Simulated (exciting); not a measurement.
ZrS2: single point with PBE

ZrS2:

```
Zr S
1.0
     3.69138    0.00000    0.00000
    -1.84569    3.19683    0.00000
     0.00000    0.00000    6.04108
Zr S
1 2
Direct
  0.00000 0.00000 0.00000
  0.33333 0.66667 0.23791
  0.66667 0.33333 0.76209
```

The cell is a database's computed one.

- Program: exciting (release sodium)
- Task: single point
- Functional: PBE
- Potentials or basis: all-electron LAPW+lo, shipped species files, valence relativity iora*
- rgkmax: 7.5
- k mesh: 8 × 8 × 5
- Occupations: gaussian, width 0.011 eV
- Spin: no spin polarisation

```
Largest force                                     : 0.063 eV/Å
Band gap on the k mesh                            : 1.06 eV, indirect (least direct gap 1.64 eV)
All electrons inside the program's atomic spheres : Zr 37.11; S 13.59 (radii Zr 2.3, S 1.9 bohr)
```

Forces on the atoms (eV/Å):
```
Zr   0.000  0.000  0.000
S    0.000  0.000  0.063
S    0.000  0.000 -0.063
```

Levels at points of the mesh, in eV from the valence-band top:
```
           k point  band 9  band 10  band 11  band 12  band 13  band 14  band 15  band 16
(0.00, 0.00, 0.00)   -2.77    -0.09    -0.09    -0.05     1.59     1.59     2.43     5.00
(0.50, 0.00, 0.00)   -2.44    -2.34    -1.64    -1.16     1.20     3.24     3.50     5.68
```

Wall time 5.6 min on 1 thread of Arm Neoverse V1, on a shared host, peak memory 0.18 GiB.

The gap isn't set beside the measured one, since this odd mesh misses points on the zone boundary.

Caveat: an odd mesh through Γ misses points on the zone boundary, where band edges often lie.
